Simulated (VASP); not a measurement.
# KI (Fm-3m) in VASP: notebook

One crystal, KI, is run at these levels: PBE0(alpha); tasks: single point.

Everything below comes from runs of VASP 6.6.1. Logs are shortened: lines on timing, memory, paths and dates and some standing lists are left out, and cuts for length are marked.

**What was measured.**

From a printed reference work, monograph, for a bulk crystal of KI: band gap 6.32 eV.

How close the calculation comes is told below.

### Step 1. The structure

The structure is cubic, space group Fm-3m (No. 225). The conventional cell has a = 7.066 Å, b = 7.066 Å, c = 7.066 Å, α = 90.00°, β = 90.00°, γ = 90.00°. I (site symmetry m-3m) has 6 K at 3.53 Å as nearest neighbours. Around K (site symmetry m-3m) lie 6 I at 3.53 Å.

### Step 2. Single point, PBE0(alpha)

The input, POSCAR:

```
KI
1.0
    0.0000000000      3.5327750000      3.5327750000
    3.5327750000      0.0000000000      3.5327750000
    3.5327750000      3.5327750000      0.0000000000
I K
1 1
Direct
    0.5000000000      0.5000000000      0.5000000000
    0.0000000000      0.0000000000      0.0000000000
```

The input, INCAR.step1:

```
ALGO = Normal
EDIFF = 1E-5
ENCUT = 520
GGA = PE
ISIF = 2
ISMEAR = -1
LASPH = T
LREAL = F
LWAVE = T
NELM = 100
PREC = Accurate
SIGMA = 0.05
```

The input, INCAR.step2:

```
AEXX = 0.1
ALGO = Normal
EDIFF = 1E-6
ENCUT = 520
GGA = PE
HFRCUT = -1
ISIF = 2
ISMEAR = -1
ISTART = 1
LASPH = T
LCHARG = F
LHFCALC = T
LREAL = F
LWAVE = F
NELM = 100
PREC = Accurate
PRECFOCK = Fast
SIGMA = 0.05
```

The input, KPOINTS:

```
k-points
0
Gamma
  4 4 4
```

Potentials or basis: VASP PAW PBE potentials, release 64 (I, K_sv).

On the command line:

```
> cat potpaw_PBE.64/I/POTCAR potpaw_PBE.64/K_sv/POTCAR > POTCAR
> cp INCAR.step1 INCAR
> mpirun -np 1 vasp_std > vasp.out
> cp INCAR.step2 INCAR
> mpirun -np 1 vasp_std > vasp.out
```

OUTCAR:

```text
AEXX = 0.1
   EDIFF = 1E-6
   ENCUT = 520
   GGA = PE
   ISIF = 2
   ISMEAR = -1
   ISTART = 1
   LASPH = T
   LHFCALC = T
   LREAL = F
   NELM = 100
   PREC = Accurate
   PRECFOCK = Fast

 ion  position               nearest neighbor table
   1  0.500  0.500  0.500-   2 3.53   2 3.53   2 3.53   2 3.53   2 3.53   2 3.53
   2  0.000  0.000  0.000-   1 3.53   1 3.53   1 3.53   1 3.53   1 3.53   1 3.53

  LATTYP: Found a face centered cubic cell.
 ALAT       =     7.0655500000

  Lattice vectors:

 A1 = (   0.0000000000,   3.5327750000,   3.5327750000)
 A2 = (   3.5327750000,   0.0000000000,   3.5327750000)
 A3 = (   3.5327750000,   3.5327750000,   0.0000000000)

Analysis of symmetry for initial positions (statically):
=====================================================================
 Subroutine PRICEL returns:
 Original cell was already a primitive cell.

 Routine SETGRP: Setting up the symmetry group for a
 face centered cubic supercell.

 Subroutine GETGRP returns: Found 48 space group operations
 (whereof 48 operations were pure point group operations)
 out of a pool of 48 trial point group operations.

The static configuration has the point symmetry O_h .

Analysis of symmetry for dynamics (positions and initial velocities):
=====================================================================
 Subroutine PRICEL returns:
 Original cell was already a primitive cell.

 Routine SETGRP: Setting up the symmetry group for a
 face centered cubic supercell.

 Subroutine GETGRP returns: Found 48 space group operations
 (whereof 48 operations were pure point group operations)
 out of a pool of 48 trial point group operations.

The dynamic configuration has the point symmetry O_h .

 Subroutine INISYM returns: Found 48 space group operations
 (whereof 48 operations are pure point group operations),
 and found     1 'primitive' translations

----------------------------------------------------------------------------------------

                                     Primitive cell

  volume of cell :      88.1816

  direct lattice vectors                    reciprocal lattice vectors
     0.000000000  3.532775000  3.532775000    -0.141531799  0.141531799  0.141531799
     3.532775000  0.000000000  3.532775000     0.141531799 -0.141531799  0.141531799
     3.532775000  3.532775000  0.000000000     0.141531799  0.141531799 -0.141531799

  length of vectors
     4.996098318  4.996098318  4.996098318     0.245140266  0.245140266  0.245140266

  position of ions in fractional coordinates (direct lattice)
     0.500000000  0.500000000  0.500000000
     0.000000000  0.000000000  0.000000000

  ion indices of the primitive-cell ions
   primitive index   ion index
                 1           1
                 2           2

----------------------------------------------------------------------------------------

 KPOINTS: k-points

Automatic generation of k-mesh.
 Grid dimensions read from file:
 generate k-points for:    4    4    4

 Generating k-lattice:

  Cartesian coordinates                     Fractional coordinates (reciprocal lattice)
    -0.035382950  0.035382950  0.035382950     0.250000000  0.000000000  0.000000000
     0.035382950 -0.035382950  0.035382950     0.000000000  0.250000000  0.000000000
     0.035382950  0.035382950 -0.035382950     0.000000000  0.000000000  0.250000000

  Length of vectors
     0.061285067  0.061285067  0.061285067

  Shift w.r.t. Gamma in fractional coordinates (k-lattice)
     0.000000000  0.000000000  0.000000000

 Subroutine IBZKPT returns following result:
 ===========================================

 Found      8 irreducible k-points:

 Following reciprocal coordinates:
            Coordinates               Weight
  0.000000  0.000000  0.000000      1.000000
  0.250000  0.000000  0.000000      8.000000
  0.500000  0.000000  0.000000      4.000000
  0.250000  0.250000  0.000000      6.000000
  0.500000  0.250000  0.000000     24.000000
 -0.250000  0.250000  0.000000     12.000000
  0.500000  0.500000  0.000000      3.000000
 -0.250000  0.500000  0.250000      6.000000
   k-points           NKPTS =      8   k-points in BZ     NKDIM =     64   number of bands    NBANDS=     12
   number of dos      NEDOS =    301   number of ions     NIONS =      2
   total plane-waves  NPLWV =  64000
   dimension x,y,z NGX =    40 NGY =   40 NGZ =   40
   dimension x,y,z NGXF=    80 NGYF=   80 NGZF=   80
   ions per type =               1   1
   NGX,Y,Z   is equivalent  to a cutoff of  13.31, 13.31, 13.31 a.u.
   NGXF,Y,Z  is equivalent  to a cutoff of  26.62, 26.62, 26.62 a.u.
 SYSTEM =  unknown system
   PREC   = accura    normal or accurate (medium, high low for compatibility)
   ISTART =      1    job   : 0-new  1-cont  2-samecut
   ICHARG =      0    charge: 1-file 2-atom 10-const
   ISPIN  =      1    spin polarized calculation?
   LNONCOLLINEAR =      F non collinear calculations
   LSORBIT =      F    spin-orbit coupling
   LASPH  =      T    aspherical Exc in radial PAW
   ENCUT  =  520.0 eV  38.22 Ry    6.18 a.u.   9.29  9.29  9.29*2*pi/ulx,y,z
   NELM   =    100;   NELMIN=  2; NELMDL=  0     # of ELM steps
   EDIFF  = 0.1E-05   stopping-criterion for ELM
   LREAL  =      F    real-space projection
   EDIFFG = 0.1E-04   stopping-criterion for IOM
   NSW    =      0    number of steps for IOM
   IBRION =     -1    ionic relax: 0-MD 1-quasi-New 2-CG
   NFREE  =      0    steps in history (QN), initial steepest desc. (CG)
   ISIF   =      2    stress and relaxation
   ISYM   =      3    0-nonsym 1-usesym 2-fastsym
   POTIM  = 0.5000    time-step for ionic-motion
   TEBEG  =    0.0;   TEEND  =   0.0 temperature during run
   PSTRESS=    0.0 pullay stress
   NELECT =      16.0000    total number of electrons
   NUPDOWN=      -1.0000    fix difference up-down
   EMIN   =  10.00;   EMAX   =-10.00  energy-range for DOS
   EFERMI =   0.00;   METHOD = LEGACY
   ISMEAR =    -1;   SIGMA  =   0.05  broadening in eV -4-tet -1-fermi 0-gaus
   EFERMI_NEDOS =   21; number of points for ismear=-14 and -15
   IALGO  =     38    algorithm
   IMIX   =      1    mixing-type and parameters
     AMIX     =   0.40;   BMIX     =  1.00
     AMIX_MAG =   1.60;   BMIX_MAG =  1.00
  volume/ion in A,a.u.               =      44.09       297.54
  Fermi-wavevector in a.u.,A,eV,Ry     =   0.926806  1.751409 11.686988  0.858969
  Thomas-Fermi vector in A             =   2.052808
   LORBIT       =      0    0 simple, 1 ext, 2 COOP (PROOUT), +10 PAW based schemes
   GGA     = PE    functional components
   LHFCALC =     T    Hartree Fock is set to
   PRECFOCK=fast      Normal, Fast or Accurate (Low or Medium for compatibility)
   ENCUT4O =  -1.0   cutoff for four orbital integrals eV
   NKREDX  =     1    reduce k-point grid by
   NKREDY  =     1    reduce k-point grid by
   NKREDZ  =     1    reduce k-point grid by
   AEXX    =    0.1000 exact exchange contribution
   HFSCREEN=    0.0000 screening length (either q_TF or 0.3 A-1)
   HFSCREENC=   0.0000 screening length for correlation (either q_TF or 0.3 A-1)
   ENCUTFOCK=  -1.0 apply spherical cutoff to Coloumb kernel
   IVDW    =     0    specifies the selected vdW correction
   LEPSILON=     F    determine dielectric tensor
   LRPA    =     F    only Hartree local field effects (RPA)
 non-spin polarized calculation
  energy-cutoff  :      520.00
  volume of cell :       88.18
 maximum number of plane-waves:      2421
 NGX is ok and might be reduce to    40
  NGX = 20; NGY = 20; NGZ = 20

 number of electron      15.9999999 magnetization

 Free energy of the ion-electron system (eV)
  ---------------------------------------------------
  ext. energy  EPLUGINS =         0.00000000
  ---------------------------------------------------
  free energy    TOTEN  =        -6.08120292 eV

  energy without entropy =       -6.08120292  energy(sigma->0) =       -6.08120292

 E-fermi :   0.2150     XC(G=0):  -6.5751

 val. band max:       -0.8531935448   @ k =   0.0000   0.0000   0.0000
 cond. band min:       3.7759628135   @ k =   0.0000   0.0000   0.0000
 fundamental gap:      4.6291563582
 Fermi energy:         0.2149744152

 k-point     1 :       0.0000    0.0000    0.0000
  band No.  band energies     occupation
      1     -30.3100      2.00000
      2     -13.2511      2.00000
      3     -13.2511      2.00000
      4     -13.2511      2.00000
      5     -11.7333      2.00000
      6      -0.8532      2.00000
      7      -0.8532      2.00000
      8      -0.8532      2.00000
      9       3.7760      0.00000
     10       6.3946      0.00000
     11       6.3946      0.00000
     12       6.3946      0.00000

 k-point     2 :       0.2500    0.0000    0.0000
  band No.  band energies     occupation
      1     -30.3090      2.00000
      2     -13.3333      2.00000
      3     -13.2521      2.00000
      4     -13.2521      2.00000
      5     -11.5816      2.00000
      6      -1.6336      2.00000
      7      -1.0340      2.00000
      8      -1.0340      2.00000
      9       4.8830      0.00000
     10       6.4479      0.00000
     11       7.0180      0.00000
     12       7.0180      0.00000

 k-point     3 :       0.5000    0.0000    0.0000
  band No.  band energies     occupation
      1     -30.3079      2.00000
      2     -13.4045      2.00000
      3     -13.2531      2.00000
      4     -13.2531      2.00000
      5     -11.4391      2.00000
      6      -2.2205      2.00000
      7      -1.1995      2.00000
      8      -1.1995      2.00000
      9       5.3335      0.00000
     10       7.6361      0.00000
     11       8.0204      0.00000
     12       8.0204      0.00000
[... 46 lines left out ...]
 k-point     7 :       0.5000    0.5000    0.0000
  band No.  band energies     occupation
      1     -30.3073      2.00000
      2     -13.2978      2.00000
      3     -13.2699      2.00000
      4     -13.2699      2.00000
      5     -11.5799      2.00000
      6      -1.8952      2.00000
      7      -1.2370      2.00000
      8      -1.2370      2.00000
      9       4.7644      0.00000
     10       5.6255      0.00000
     11       8.0957      0.00000
     12       8.7071      0.00000

 k-point     8 :      -0.2500    0.5000    0.2500
  band No.  band energies     occupation
      1     -30.3073      2.00000
      2     -13.3036      2.00000
      3     -13.2837      2.00000
      4     -13.2837      2.00000
      5     -11.5173      2.00000
      6      -1.6110      2.00000
      7      -1.6110      2.00000
      8      -1.4711      2.00000
      9       6.3296      0.00000
     10       6.3296      0.00000
     11       6.5219      0.00000
     12       8.1382      0.00000

------------------------ aborting loop because EDIFF is reached ----------------------------------------

  FORCE on cell =-STRESS in cart. coord.  units (eV):
  Direction    XX          YY          ZZ          XY          YZ          ZX
  --------------------------------------------------------------------------------------
  -------------------------------------------------------------------------------------
  Total        0.2918005      0.2918005      0.2918005      0.0000000      0.0000000     -0.0000000
  in kB        5.3017429      5.3017429      5.3017429      0.0000000      0.0000000     -0.0000000
  external PRESSURE =       5.3017429 kB  Pullay stress =       0.0000000 kB

 VOLUME and BASIS-vectors are now :
 -----------------------------------------------------------------------------
  energy-cutoff  :      520.00
  volume of cell :       88.18
      direct lattice vectors                 reciprocal lattice vectors
     0.000000000  3.532775000  3.532775000    -0.141531799  0.141531799  0.141531799
     3.532775000  0.000000000  3.532775000     0.141531799 -0.141531799  0.141531799
     3.532775000  3.532775000  0.000000000     0.141531799  0.141531799 -0.141531799

 POSITION                                       TOTAL-FORCE (eV/Angst)
 -----------------------------------------------------------------------------------
      3.53277      3.53277      3.53277         0.000000      0.000000      0.000000
      0.00000      0.00000      0.00000        -0.000000     -0.000000     -0.000000
 -----------------------------------------------------------------------------------
    total drift:                                0.000000      0.000000      0.000000

  FREE ENERGIE OF THE ION-ELECTRON SYSTEM (eV)
  ---------------------------------------------------
  free  energy   TOTEN  =        -6.0812029184 eV

  energy  without entropy=       -6.0812029183  energy(sigma->0) =       -6.08120292
```

Run time: 1.7 min. Hardware: 1 thread of Intel Xeon Platinum 8559C (Emerald Rapids), shared host; peak memory 0.24 GiB.

What came out:

* Free energy: -6.0812 eV
* Pressure: 0.5 GPa
* Band gap on the k mesh: 4.63 eV, direct

Caveat: the PAW data sets were made with another functional, which shifts forces and pressure a little; spin-orbit coupling is left out, which moves the levels of the heavy elements.

### Step 3. Single point, PBE0(alpha)

POSCAR is that of step 2.

INCAR.step1 is that of step 2.

INCAR.step2: that of step 2 with these lines changed.

```diff
@@ -1,2 +1,2 @@
-AEXX = 0.1
+AEXX = 0.15
 ALGO = Normal
```

KPOINTS is that of step 2.

Potentials or basis: VASP PAW PBE potentials, release 64 (I, K_sv).

On the command line:

```
> cat potpaw_PBE.64/I/POTCAR potpaw_PBE.64/K_sv/POTCAR > POTCAR
> cp INCAR.step1 INCAR
> mpirun -np 1 vasp_std > vasp.out
> cp INCAR.step2 INCAR
> mpirun -np 1 vasp_std > vasp.out
```

It took 1.7 min on 1 thread of Intel Xeon Platinum 8559C (Emerald Rapids), shared host; peak memory 0.24 GiB.

Results (log left out):

```yaml
Free_energy: -6.3493 eV
Pressure: 0.5 GPa
Band_gap_on_the_k_mesh: 4.97 eV, direct
```

Levels at points of the mesh, in eV from the valence-band top:
```csv
k point,band 4,band 5,band 6,band 7,band 8,band 9,band 10,band 11,band 12
"(0.00, 0.00, 0.00)",-12.60,-11.07,0.00,0.00,0.00,4.97,7.62,7.62,7.62
"(0.50, 0.00, 0.00)",-12.60,-10.76,-1.39,-0.35,-0.35,6.52,8.88,9.24,9.24
"(0.50, 0.50, 0.00)",-12.62,-10.91,-1.06,-0.39,-0.39,5.96,6.84,9.38,9.92
```

Caveat: the PAW data sets were made with another functional, which shifts forces and pressure a little; spin-orbit coupling is left out, which moves the levels of the heavy elements.

### Step 4. How close it comes

Step 2. Against the measured gap of KI, 6.32 eV (a printed reference work, monograph), the calculated 4.63 eV is off by -1.69 eV. Spin-orbit coupling on I is left out. The value is that of PBE0(alpha), without temperature or zero-point motion.

Step 3. Measured gap of KI: 6.32 eV (a printed reference work, monograph). This calculation gives 4.97 eV (-1.35 eV). Spin-orbit coupling on I is left out. The value is that of PBE0(alpha), without temperature or zero-point motion.
